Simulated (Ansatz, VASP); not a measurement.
# N: VASP beside Ansatz

Contents of INCAR:

```
ALGO = Normal
EDIFF = 1E-6
EDIFFG = -0.005
ENCUT = 600
GGA = PE
IBRION = 2
ISIF = 3
ISMEAR = 0
IVDW = 12
LASPH = True
LCHARG = False
LREAL = False
LWAVE = False
NELM = 100
NSW = 100
PREC = Accurate
SIGMA = 0.1
```

KPOINTS

```
k-points
0
Gamma
  18 18 16
```

POSCAR

```
N
1.0
    2.6144572166      0.0000000000      0.0000000000
   -1.3072286083      2.2641863667      0.0000000000
    0.0000000000      0.0000000000      2.4857087324
N
2
Direct
    0.6666666667      0.3333333333      0.2500000000
    0.3333333333      0.6666666667      0.7500000000
```

Input for Ansatz:

```yaml
crystal:
  lattice:
    - [2.6144572166, 0.0, 0.0]
    - [-1.3072286083, 2.2641863667, 0.0]
    - [0.0, 0.0, 2.4857087324]
  atoms:
    - { symbol: "N", position: [0.6666666667, 0.3333333333, 0.25] }
    - { symbol: "N", position: [0.3333333333, 0.6666666667, 0.75] }
basis:
  ecutwfc: 420
kpoints:
  mp_grid: { grid: [18, 18, 16] }
hamiltonian:
  xc: pbe
  dispersion: d3bj
scf:
  occupations: { method: gaussian, width: 0.1 }
output:
  forces: true
  stress: true
  eigenvalues: true
relax:
  adjacent_minimum: "off"
  f_tol: 0.005
  max_steps: 80
  cell: { stress_tol: 0.05 }
```

The real solid is made of molecules; this cell is a model form.

Alike in both runs: task relaxation of cell and atoms; functional PBE; dispersion D3(BJ); k mesh 18 × 18 × 16; occupations gaussian, width 0.1 eV; no spin polarisation.

|  | VASP | Ansatz |
| --- | --- | --- |
| version | VASP 6.6.1 | Ansatz 0.2.0 |
| potentials or method | VASP PAW PBE potentials, release 64 (N) | scalar-relativistic, plane waves, PAW |
| plane-wave cutoff (eV) | 600 | 420 |
| valence electrons in the cell | 10 | 10 |

```tsv
	VASP	Ansatz	Ansatz less VASP
gap on the k mesh at the Fermi level, each at its own relaxed structure (eV)	none	none	-
relaxed volume (Å³/atom)	7.34	7.36	+0.011
relaxed cell length with the largest relative difference (Å)	2.612	2.614	+0.0018
```

A gap of «none» marks a metal or a gap that the smearing closes. Ansatz warned: «dispersion_switch_in_reach».

Caveats: pairwise dispersion overbinds metals, which lowers pressure and volume.
